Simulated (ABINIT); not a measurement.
# CdS (Hawleyite): G0W0 with ABINIT, start to end, part 2 of 3

How does a plane-wave GW calculation on CdS (Hawleyite) run from the first input to the gap?

ABINIT 10.8.3; PBE and many-body steps on it, plane waves. Known limits of the many-body steps: not at the basis limit; no spin-orbit coupling; coarse k mesh.

So far. Step 2 (Ground state): The gap is direct, at Γ.

### 3. Bands along the symmetry lines

Level of this step: DFT, PBE, plane waves, norm-conserving pseudopotentials (ABINIT).

Levels along a band path, at the cheap level, show where the edges lie and whether the meshes to come will hold them.

Contents of run.abi:

```
acell 3*1.0 Angstrom
rprim 
  -0.000000000000 2.916500000000 2.916500000000
  2.916500000000 -0.000000000000 2.916500000000
  2.916500000000 2.916500000000 -0.000000000000
ntypat 2
znucl 48 16
natom 2
typat 1 2
xred 
  0.000000000000 0.000000000000 0.000000000000
  0.250000000000 0.250000000000 0.250000000000
pp_dirpath "pseudos"
pseudos "Cd.upf, S.upf"
ecut 47
iscf -2
irdden 1
kptopt 0
nkpt 50
kpt 
  0.00000000 0.00000000 0.00000000
  -0.06250000 -0.06250000 0.00000000
  -0.12500000 -0.12500000 0.00000000
  -0.18750000 -0.18750000 0.00000000
  -0.25000000 -0.25000000 0.00000000
  -0.31250000 -0.31250000 0.00000000
  -0.37500000 -0.37500000 0.00000000
  -0.43750000 -0.43750000 0.00000000
  -0.50000000 -0.50000000 0.00000000
  -0.48437500 -0.48437500 0.03125000
  -0.46875000 -0.46875000 0.06250000
  -0.45312500 -0.45312500 0.09375000
  -0.43750000 -0.43750000 0.12500000
  -0.42187500 -0.42187500 0.15625000
  -0.40625000 -0.40625000 0.18750000
  -0.39062500 -0.39062500 0.21875000
  -0.37500000 -0.37500000 0.25000000
  -0.37500000 0.00000000 0.37500000
  -0.32812500 0.00000000 0.32812500
  -0.28125000 0.00000000 0.28125000
  -0.23437500 0.00000000 0.23437500
  -0.18750000 0.00000000 0.18750000
  -0.14062500 0.00000000 0.14062500
  -0.09375000 0.00000000 0.09375000
  -0.04687500 0.00000000 0.04687500
  0.00000000 0.00000000 0.00000000
  0.00000000 0.00000000 0.06250000
  0.00000000 0.00000000 0.12500000
  0.00000000 0.00000000 0.18750000
  0.00000000 0.00000000 0.25000000
  0.00000000 0.00000000 0.31250000
  0.00000000 0.00000000 0.37500000
  0.00000000 0.00000000 0.43750000
  0.00000000 0.00000000 0.50000000
  -0.06250000 -0.03125000 0.46875000
  -0.12500000 -0.06250000 0.43750000
  -0.18750000 -0.09375000 0.40625000
  -0.25000000 -0.12500000 0.37500000
  -0.31250000 -0.15625000 0.34375000
  -0.37500000 -0.18750000 0.31250000
  -0.43750000 -0.21875000 0.28125000
  -0.50000000 -0.25000000 0.25000000
  -0.50000000 -0.28125000 0.21875000
  -0.50000000 -0.31250000 0.18750000
  -0.50000000 -0.34375000 0.15625000
  -0.50000000 -0.37500000 0.12500000
  -0.50000000 -0.40625000 0.09375000
  -0.50000000 -0.43750000 0.06250000
  -0.50000000 -0.46875000 0.03125000
  -0.50000000 -0.50000000 0.00000000
istwfk *1
nband 23
nbdbuf 5
tolwfr 1e-07
nstep 50
prtwf 0
prtvol 0
indata_prefix "in"
outdata_prefix "out"
tmpdata_prefix "tmp"
```

Started as:

```console
$ OMP_NUM_THREADS=1 mpirun -n 4 abinit run.abi > log
```

Numbers of over 12 decimals in the logs are rounded to 6 here.

The log of the run:

```text
.Version 10.8.3 of ABINIT. v10.8.2 released Aug 2026.

 Symmetries : space group F-4 3 m (#216); Bravais cF (face-center cubic)
[... echo of the input left out ...]
== DATASET  1 ==================================================================
-   mpi_nproc: 4, omp_nthreads: 1 (-1 if OMP is not activated)

--- !DatasetInfo
iteration_state: {dtset: 1, }
dimensions: {natom: 2, nkpt: 50, mband: 23, nsppol: 1, nspinor: 1, nspden: 1, mpw: 5180, }
cutoff_energies: {ecut:  47.0, pawecutdg:  -1.0, }
electrons: {nelect:   2.60000000E+01, charge:   0.00000000E+00, occopt:   1.00000000E+00, tsmear:   1.00000000E-02, }

 Real(R)+Recip(G) space primitive vectors, cartesian coordinates (Bohr,Bohr^-1):
 R(1)=  0.0000000  5.5113862  5.5113862  G(1)= -0.0907213  0.0907213  0.0907213
 R(2)=  5.5113862  0.0000000  5.5113862  G(2)=  0.0907213 -0.0907213  0.0907213
 R(3)=  5.5113862  5.5113862  0.0000000  G(3)=  0.0907213  0.0907213 -0.0907213
 Unit cell volume ucvol=  3.3482088E+02 bohr^3
 Angles (23,13,12)=  6.00000000E+01  6.00000000E+01  6.00000000E+01 degrees

 getcut: wavevector=  0.0000  0.0000  0.0000  ngfft=  50  50  50
         ecut(hartree)=     47.000   => boxcut(ratio)=   2.07948

--- Pseudopotential description ------------------------------------------------
- Cd Generated using ONCVPSP code by D. R. Hamann
- 48.00000  20.00000  171031                  znucl, zion, pspdat
12 -101130 2 -1 1368                          pspcod,pspxc,lmax,lloc,mmax
     nproj     2     2     2
  pspatm : epsatm=   23.16453630
         --- l  ekb(1:nproj) -->
             0   51.917189    3.534234
             1    8.636196    1.282240
             2    0.687672   -0.678465
 pspatm: atomic psp has been read  and splines computed

- S Generated using ONCVPSP code by D. R. Hamann
- 16.00000   6.00000  171031                  znucl, zion, pspdat
12 -101130 2 -1 1146                          pspcod,pspxc,lmax,lloc,mmax
     nproj     2     2     2
  pspatm : epsatm=    9.01821529
         --- l  ekb(1:nproj) -->
[...]
pspatm: atomic psp has been read  and splines computed

--------------------------------------------------------------------------------

================================================================================
 prteigrs : about to open file out_EIG
 Non-SCF case, kpt    1 (  0.00000  0.00000  0.00000), residuals and eigenvalues=
  4.54E-08  2.19E-08  2.94E-08  3.32E-08  3.16E-08  5.01E-08  4.09E-08  6.68E-08
  3.89E-08  8.45E-08  4.31E-08  5.05E-08  8.70E-08  2.89E-08  2.01E-08  4.24E-08
  6.75E-08  3.46E-08  7.30E-07  4.68E-07  2.22E-08  2.75E-06  6.50E-06
 -3.5644E+00 -2.1335E+00 -2.1335E+00 -2.1335E+00 -2.9393E-01 -1.2336E-01
 -1.2336E-01 -1.2336E-01 -1.0576E-01 -1.0576E-01  1.6045E-01  1.6045E-01
  1.6045E-01  2.0252E-01  4.0047E-01  4.0047E-01  4.0047E-01  5.7871E-01
  5.7871E-01  5.8125E-01  6.4930E-01  6.4930E-01  6.4930E-01
[...]
5.8178E-01  6.2572E-01  6.6991E-01  6.6991E-01  6.7005E-01
[...]
Non-SCF case, kpt   49 ( -0.50000 -0.46875  0.03125), residuals and eigenvalues=
[...]
6.0942E-01  6.4756E-01  6.4775E-01  7.0724E-01  7.8668E-01
 Non-SCF case, kpt   50 ( -0.50000 -0.50000  0.00000), residuals and eigenvalues=
[...]
-1.1053E-01 -1.1053E-01 -1.0256E-01 -8.9412E-02  1.5419E-02  9.1543E-02
  9.1543E-02  2.9122E-01  3.2049E-01  4.9848E-01  5.5635E-01  5.5635E-01
  6.0497E-01  6.4777E-01  6.4777E-01  7.0333E-01  7.8851E-01

--- !ResultsGS
iteration_state: {dtset: 1, }
comment   : Summary of ground state results
lattice_vectors:
- [ -0.0000000,   5.5113862,   5.5113862, ]
- [  5.5113862,  -0.0000000,   5.5113862, ]
- [  5.5113862,   5.5113862,  -0.0000000, ]
lattice_lengths: [   7.79428,    7.79428,    7.79428, ]
lattice_angles: [ 60.000,  60.000,  60.000, ] # degrees, (23, 13, 12)
lattice_volume:   3.3482088E+02
convergence: {deltae:  0.000E+00, res2:  0.000E+00, residm:  9.973E-08, diffor:  0.000E+00, }
etotal    :  -1.86417562E+02
entropy   :   0.00000000E+00
fermie    :   1.60449132E-01
cartesian_stress_tensor: null
pressure_GPa: null
xred      :
- [  0.0000E+00,   0.0000E+00,   0.0000E+00, Cd]
- [  2.5000E-01,   2.5000E-01,   2.5000E-01,  S]
cartesian_forces: null
force_length_stats: {min: null, max: null, mean: null, }

 Integrated electronic density in atomic spheres:
 ------------------------------------------------
 Atom  Sphere_radius  Integrated_density
[...]
================================================================================

 ----iterations are completed or convergence reached----

 Mean square residual over all n,k,spin=   48.674E-09; max=  99.727E-09
 reduced coordinates (array xred) for    2 atoms
       0.000000000000      0.000000000000      0.000000000000
       0.250000000000      0.250000000000      0.250000000000

 cartesian coordinates (angstrom) at end:
    1      0.000000     0.000000     0.000000
    2      1.458250     1.458250     1.458250
 length scales=  1.889726125908  1.889726125908  1.889726125908 bohr
              =  1.000000000000  1.000000000000  1.000000000000 angstroms
 prteigrs : about to open file out_EIG
 Eigenvalues (hartree) for nkpt=  50  k points:
 kpt#   1, nband= 23, wtk=  1.00000, kpt=  0.0000  0.0000  0.0000 (reduced coord)
[...]
kpt#   2, nband= 23, wtk=  1.00000, kpt= -0.0625 -0.0625  0.0000 (reduced coord)
[...]
kpt#   3, nband= 23, wtk=  1.00000, kpt= -0.1250 -0.1250  0.0000 (reduced coord)
[...]
kpt#  49, nband= 23, wtk=  1.00000, kpt= -0.5000 -0.4687  0.0313 (reduced coord)
[...]
0.54874    0.55682    0.60942    0.64756    0.64775    0.70724    0.78668
 kpt#  50, nband= 23, wtk=  1.00000, kpt= -0.5000 -0.5000  0.0000 (reduced coord)
  -3.56438   -2.13353   -2.13352   -2.13352   -0.27338   -0.11552   -0.11053   -0.11053
  -0.10256   -0.08941    0.01542    0.09154    0.09154    0.29122    0.32049    0.49848
   0.55635    0.55635    0.60497    0.64777    0.64777    0.70333    0.78851

== END DATASET(S) ==============================================================
================================================================================

 -outvars: echo values of variables after computation  --------
            nband          23
             nkpt          50
          spgroup         216
 [... the other variables as echoed above ...]

 Calculation completed.
```

Wall time 29 s (4 MPI ranks of Arm Neoverse V1, shared host); peak memory 0.36 GiB.

Numbers from this step:

```
gap                        : 1.145 eV
k of the valence top       : 0, 0, 0
k of the conduction bottom : 0, 0, 0
least direct gap           : 1.145 eV
```

The gap is 1.145 eV, as in the run before at this level.

Electronic bands along the path, in eV, zero at the top of the highest filled band:

| point | band 10 | band 11 | band 12 | band 13 | band 14 | band 15 | band 16 | band 17 |
| --- | --- | --- | --- | --- | --- | --- | --- | --- |
| Γ | -7.24 | 0.00 | 0.00 | 0.00 | 1.14 | 6.53 | 6.53 | 6.53 |
| halfway | -7.20 | -2.31 | -1.02 | -1.02 | 3.59 | 4.82 | 8.12 | 8.12 |
| X | -6.80 | -3.95 | -1.88 | -1.88 | 3.56 | 4.35 | 9.20 | 10.77 |
| halfway | -6.74 | -3.94 | -2.15 | -1.78 | 3.85 | 4.66 | 8.94 | 10.01 |
| U | -6.67 | -3.93 | -2.53 | -1.52 | 4.24 | 5.45 | 8.48 | 9.01 |
| jump to K | -6.67 | -3.93 | -2.53 | -1.52 | 4.24 | 5.45 | 8.48 | 9.01 |
| halfway | -7.19 | -2.75 | -1.36 | -0.42 | 3.61 | 6.10 | 6.75 | 7.27 |
| Γ | -7.24 | 0.00 | 0.00 | 0.00 | 1.14 | 6.53 | 6.53 | 6.53 |
| halfway | -7.24 | -2.49 | -0.40 | -0.40 | 2.78 | 6.28 | 7.03 | 7.03 |
| L | -6.86 | -4.39 | -0.75 | -0.75 | 3.01 | 7.00 | 7.00 | 7.46 |
| halfway | -6.75 | -4.11 | -1.93 | -1.22 | 4.38 | 5.81 | 7.21 | 8.35 |
| W | -6.61 | -3.89 | -2.26 | -2.18 | 5.42 | 5.43 | 7.23 | 8.04 |
| halfway | -6.70 | -3.92 | -2.08 | -2.03 | 4.26 | 4.83 | 8.67 | 8.94 |
| X | -6.80 | -3.95 | -1.88 | -1.88 | 3.56 | 4.35 | 9.20 | 10.77 |

### 4. Empty states on the mesh, 4×4×4 mesh, 667 bands

The sums over transitions need many empty states on a uniform mesh; this step solves for them.

Contents of run.abi:

```
acell 3*1.0 Angstrom
rprim 
  -0.000000000000 2.916500000000 2.916500000000
  2.916500000000 -0.000000000000 2.916500000000
  2.916500000000 2.916500000000 -0.000000000000
ntypat 2
znucl 48 16
natom 2
typat 1 2
xred 
  0.000000000000 0.000000000000 0.000000000000
  0.250000000000 0.250000000000 0.250000000000
pp_dirpath "pseudos"
pseudos "Cd.upf, S.upf"
ecut 47
ngkpt 4 4 4
nshiftk 1
shiftk 0 0 0
kptopt 1
chksymbreak 0
iscf -2
irdden 1
istwfk *1
nband 667
nbdbuf 60
tolwfr 1e-09
nstep 60
prtvol 0
indata_prefix "in"
outdata_prefix "out"
tmpdata_prefix "tmp"
```

The log of the run:

```text
.Version 10.8.3 of ABINIT. v10.8.2 released Aug 2026.

 Symmetries : space group F-4 3 m (#216); Bravais cF (face-center cubic)
[... echo of the input left out ...]
== DATASET  1 ==================================================================
-   mpi_nproc: 4, omp_nthreads: 1 (-1 if OMP is not activated)

--- !DatasetInfo
iteration_state: {dtset: 1, }
dimensions: {natom: 2, nkpt: 8, mband: 667, nsppol: 1, nspinor: 1, nspden: 1, mpw: 5180, }
cutoff_energies: {ecut:  47.0, pawecutdg:  -1.0, }
electrons: {nelect:   2.60000000E+01, charge:   0.00000000E+00, occopt:   1.00000000E+00, tsmear:   1.00000000E-02, }

 Real(R)+Recip(G) space primitive vectors, cartesian coordinates (Bohr,Bohr^-1):
 R(1)=  0.0000000  5.5113862  5.5113862  G(1)= -0.0907213  0.0907213  0.0907213
 R(2)=  5.5113862  0.0000000  5.5113862  G(2)=  0.0907213 -0.0907213  0.0907213
 R(3)=  5.5113862  5.5113862  0.0000000  G(3)=  0.0907213  0.0907213 -0.0907213
 Unit cell volume ucvol=  3.3482088E+02 bohr^3
 Angles (23,13,12)=  6.00000000E+01  6.00000000E+01  6.00000000E+01 degrees

 getcut: wavevector=  0.0000  0.0000  0.0000  ngfft=  50  50  50
         ecut(hartree)=     47.000   => boxcut(ratio)=   2.07948

--- Pseudopotential description ------------------------------------------------
- Cd Generated using ONCVPSP code by D. R. Hamann
- 48.00000  20.00000  171031                  znucl, zion, pspdat
12 -101130 2 -1 1368                          pspcod,pspxc,lmax,lloc,mmax
     nproj     2     2     2
  pspatm : epsatm=   23.16453630
         --- l  ekb(1:nproj) -->
             0   51.917189    3.534234
             1    8.636196    1.282240
             2    0.687672   -0.678465
 pspatm: atomic psp has been read  and splines computed

- S Generated using ONCVPSP code by D. R. Hamann
- 16.00000   6.00000  171031                  znucl, zion, pspdat
12 -101130 2 -1 1146                          pspcod,pspxc,lmax,lloc,mmax
     nproj     2     2     2
  pspatm : epsatm=    9.01821529
         --- l  ekb(1:nproj) -->
[...]
pspatm: atomic psp has been read  and splines computed

--------------------------------------------------------------------------------

================================================================================
 prteigrs : about to open file out_EIG
 Non-SCF case, kpt    1 (  0.00000  0.00000  0.00000), residuals and eigenvalues=
  6.90E-10  9.31E-11  7.35E-11  1.42E-10  1.33E-10  7.91E-11  1.00E-10  1.26E-10
  8.85E-11  4.73E-10  1.72E-11  1.60E-10  5.33E-10  5.69E-10  7.76E-11  1.78E-10
  1.91E-10  1.77E-11  8.29E-10  5.22E-10  1.23E-10  2.66E-10  5.39E-10  2.21E-10
[...]
-3.5644E+00 -2.1335E+00 -2.1335E+00 -2.1335E+00 -2.9393E-01 -1.2336E-01
 -1.2336E-01 -1.2336E-01 -1.0576E-01 -1.0576E-01  1.6045E-01  1.6045E-01
  1.6045E-01  2.0252E-01  4.0047E-01  4.0047E-01  4.0047E-01  5.7871E-01
[...]
1.1517E+01  1.1517E+01  1.1614E+01  1.1625E+01  1.1625E+01  1.1625E+01
  1.1703E+01  1.1704E+01  1.1706E+01  1.1717E+01  1.1846E+01  1.1848E+01
  1.1858E+01
 prteigrs : prtvol=0 or 1, do not print more k-points.

--- !ResultsGS
iteration_state: {dtset: 1, }
comment   : Summary of ground state results
lattice_vectors:
- [ -0.0000000,   5.5113862,   5.5113862, ]
- [  5.5113862,  -0.0000000,   5.5113862, ]
- [  5.5113862,   5.5113862,  -0.0000000, ]
lattice_lengths: [   7.79428,    7.79428,    7.79428, ]
lattice_angles: [ 60.000,  60.000,  60.000, ] # degrees, (23, 13, 12)
lattice_volume:   3.3482088E+02
convergence: {deltae:  0.000E+00, res2:  0.000E+00, residm:  9.981E-10, diffor:  0.000E+00, }
etotal    :  -1.86417562E+02
entropy   :   0.00000000E+00
fermie    :   1.60449132E-01
cartesian_stress_tensor: null
pressure_GPa: null
xred      :
- [  0.0000E+00,   0.0000E+00,   0.0000E+00, Cd]
- [  2.5000E-01,   2.5000E-01,   2.5000E-01,  S]
cartesian_forces: null
force_length_stats: {min: null, max: null, mean: null, }

 Integrated electronic density in atomic spheres:
 ------------------------------------------------
 Atom  Sphere_radius  Integrated_density
[...]
================================================================================

 ----iterations are completed or convergence reached----

 Mean square residual over all n,k,spin=   31.267E-11; max=  99.811E-11
 reduced coordinates (array xred) for    2 atoms
[...]
0.250000000000      0.250000000000      0.250000000000

 cartesian coordinates (angstrom) at end:
    1      0.000000     0.000000     0.000000
    2      1.458250     1.458250     1.458250
 length scales=  1.889726125908  1.889726125908  1.889726125908 bohr
              =  1.000000000000  1.000000000000  1.000000000000 angstroms
 prteigrs : about to open file out_EIG
 Eigenvalues (hartree) for nkpt=   8  k points:
 kpt#   1, nband=667, wtk=  0.01563, kpt=  0.0000  0.0000  0.0000 (reduced coord)
[...]
11.48557   11.48557   11.48558   11.50760   11.50760   11.51710   11.51710   11.51713
  11.61413   11.62458   11.62465   11.62507   11.70254   11.70352   11.70570   11.71683
  11.84553   11.84752   11.85835
 prteigrs : prtvol=0 or 1, do not print more k-points.

== END DATASET(S) ==============================================================
================================================================================

 -outvars: echo values of variables after computation  --------
            nband         667
             nkpt           8
          spgroup         216
 [... the other variables as echoed above ...]

 Calculation completed.
```

Run time: 16 min. Hardware: 4 MPI ranks; peak memory 0.81 GiB.

Numbers from this step:

```
gap                                                           : 1.145 eV
k of the valence top                                          : 0, 0, 0
k of the conduction bottom                                    : 0, 0, 0
least direct gap                                              : 1.145 eV
k points computed                                             : 8
lowest point of the top converged band, above the valence top : 291.5920 eV
```

On this mesh the gap is 1.145 eV.

### 5. Screening, 4×4×4 mesh, 422 bands, screening to 466.9 eV

The RPA dielectric matrix is built and inverted for each q.

This step: RPA screening on PBE, plane waves, norm-conserving pseudopotentials.

Edit run.abi of step 4 so:

```diff
@@ -20,10 +20,11 @@
 chksymbreak 0
-iscf -2
-irdden 1
 istwfk *1
-nband 667
-nbdbuf 60
-tolwfr 1e-09
-nstep 60
-prtvol 0
+occopt 1
+irdwfk 1
+optdriver 3
+nband 422
+ecuteps 17.16
+inclvkb 2
+awtr 1
+symchi 1
 indata_prefix "in"
```

The log of the run:

```text
.Version 10.8.3 of ABINIT. v10.8.2 released Aug 2026.

 Symmetries : space group F-4 3 m (#216); Bravais cF (face-center cubic)
[... echo of the input left out ...]
== DATASET  1 ==================================================================
-   mpi_nproc: 4, omp_nthreads: 1 (-1 if OMP is not activated)

--- !DatasetInfo
iteration_state: {dtset: 1, }
dimensions: {natom: 2, nkpt: 8, mband: 422, nsppol: 1, nspinor: 1, nspden: 1, mpw: 5180, }
cutoff_energies: {ecut:  47.0, pawecutdg:  -1.0, }
electrons: {nelect:   2.60000000E+01, charge:   0.00000000E+00, occopt:   1.00000000E+00, tsmear:   1.00000000E-02, }

 SCREENING: Calculation of the susceptibility and dielectric matrices

 Based on a program developped by R.W. Godby, V. Olevano, G. Onida, and L. Reining.
 Incorporated in ABINIT by V. Olevano, G.-M. Rignanese, and M. Torrent.
.Using double precision arithmetic ; gwpc =  8

[... cell and pseudopotentials left out ...]
--------------------------------------------------------------------------------

 ==== K-mesh for the wavefunctions ====
 Number of points in the irreducible wedge :     8
[... list of points left out ...]
 Together with 24 symmetry operations and time-reversal symmetry
 yields    64 points in the full Brillouin Zone.

 ==== Q-mesh for the screening function ====
 Number of points in the irreducible wedge :     8
[... list of points left out ...]
 Together with 24 symmetry operations and time-reversal symmetry
 yields    64 points in the full Brillouin Zone.

 setmesh: FFT mesh size selected  =    40x   40x   40
          total number of points  =        64000

 vcoul_init : cutoff-mode = AUXILIARY_FUNCTION
 q-points for optical limit:   1
     1)      0.000010    0.000020    0.000030

- screening: taking advantage of time-reversal symmetry
- Maximum band index for partially occupied states nbvw = 13
- Remaining bands to be divided among processors   nbcw = 409
- Number of bands treated by each node ~102

 Number of electrons calculated from density =   26.0000; Expected =   26.0000
 average of density, n =  0.077653
 r_s =    1.4541
 omega_plasma =   26.8804 [eV]

 calculating chi0 at frequencies [eV] :
  1    0.000000E+00    0.000000E+00
  2    0.000000E+00    2.688042E+01

--------------------------------------------------------------------------------
  q-point number  1        q = ( 0.000000, 0.000000, 0.000000) [r.l.u.]
--------------------------------------------------------------------------------
[... chi0 elements left out ...]
 For q-point:  0.000010 0.000020 0.000030
  dielectric constant =  11.0522
  dielectric constant without local fields =  11.7819

  Average fulfillment of the sum rule on Im[epsilon] for q-point    1 :     90.55  [%]
[... wings left out ...]
  q-point number  2        q = ( 0.250000, 0.000000, 0.000000) [r.l.u.]
--------------------------------------------------------------------------------
[... chi0 elements left out ...]
  Average fulfillment of the sum rule on Im[epsilon] for q-point    2 :     94.12  [%]

 [... 6 further q-points ...]
```

Elapsed: 21 min, on 4 MPI ranks; peak memory 4.6 GiB.

Numbers from this step:

* ε∞ with local fields, on this mesh, along the program's q direction: 11.05
* the same without local fields: 11.78
* plasma frequency: 26.88 eV
* plane waves in the screening matrix: 1139

Local fields lower ε∞ by 6 %. On a Γ-centred mesh this coarse the value itself is usually too large, while a short band sum pulls it down.

(Part 2 of 3 ends here.)

[Paths, hosts, dates, memory and timing lines, banners, echoed tables and standing remarks are left out of the program output.]

[Logs are printed without paths, hosts, clocks, repeated set-up lines and the standing remarks that a program may print on its own settings, such as how far it seeks lower states.]

[Runs of the session that timed out or met a known fault of the program may be left out.]

[Hosts, paths, dates, database ids (printed as entryN), source tags and the programs' standing remarks are cut or masked in the printed files.]

[G0W0 gaps are taken among the corrected bands and points alone; a level outside them can change the order at an edge.]

[Where Ansatz stands beside ABINIT at settings called matched, ABINIT's density can come from a denser mesh and the files from another edition; pairs whose starting gaps differed by over 0.03 eV were left out, so agreement reads better than it is.]
